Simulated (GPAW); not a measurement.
Runs of GPAW 26.7.0 on NaCl. The structure is cubic, space group Fm-3m (No. 225). Conventional cell: a = 5.588 Å, b = 5.588 Å, c = 5.588 Å, α = 90.00°, β = 90.00°, γ = 90.00°. Cl (site symmetry m-3m) has 6 Na at 2.79 Å as nearest neighbours. Around Na (site symmetry m-3m) lie 6 Cl at 2.79 Å. The cell is a database's computed one.

```csv
task,level,potentials or basis,cutoff (eV),smearing,response ecut,maxiter,response k mesh,response bands,kernels,gap on the mesh (eV),pressure (GPa),V0 of scaled cells (Å³/atom),B0 (GPa)
dielectric tensor,PBE,"GPAW PAW data sets (gpaw-data 1.2.1), pw",600,fermi-dirac 0.001 eV,80 eV,150,21 × 21 × 21,27,"["RPA", "LR0.3", "LR0.1"]",5.22,-,-,-
single point,PBE,"GPAW PAW data sets (gpaw-data 1.2.1), pw",600,fermi-dirac 0.05 eV,-,120,-,-,-,5.22,1.5,-,-
equation of state,PBE+D3,"GPAW PAW data sets (gpaw-data 1.2.1), pw",800,fermi-dirac 0.05 eV,-,150,-,-,-,-,-,22.58,24
equation of state,PBEsol+D4,"PAW data sets generated in the run's folder for this functional, pw",800,fermi-dirac 0.05 eV,-,150,-,-,-,-,-,21.69,(a)
equation of state,LDA,"the program's PAW data sets (release 1.2.1) made for this functional, other valence, pw",800,fermi-dirac 0.05 eV,-,150,-,-,-,-,-,20.77,33
band structure,r2SCAN,"GPAW PAW data sets (gpaw-data 1.2.1), pw",800,fermi-dirac 0.05 eV,-,150,-,-,-,(b),0.4,-,-
band structure,revPBE,"the program's PAW data sets (release 1.2.1) made for this functional, pw",800,fermi-dirac 0.05 eV,-,150,-,-,-,5.50,3.2,-,-
```

Alike in all rows: no spin polarisation; cell as given; k mesh 7 × 7 × 7.

Question: Estimate the missing entries.

Answer: (a) 27; (b) 6.02.

Caveats: the long-wavelength limit can be off by a per cent or two (some runs); an odd mesh through Γ misses points on the zone boundary, where band edges often lie (some runs); the cutoff is short for stress and forces, so pressures can be off by a GPa or more (some runs); the PAW data sets were made with another functional, which shifts forces and pressure a little (some runs).
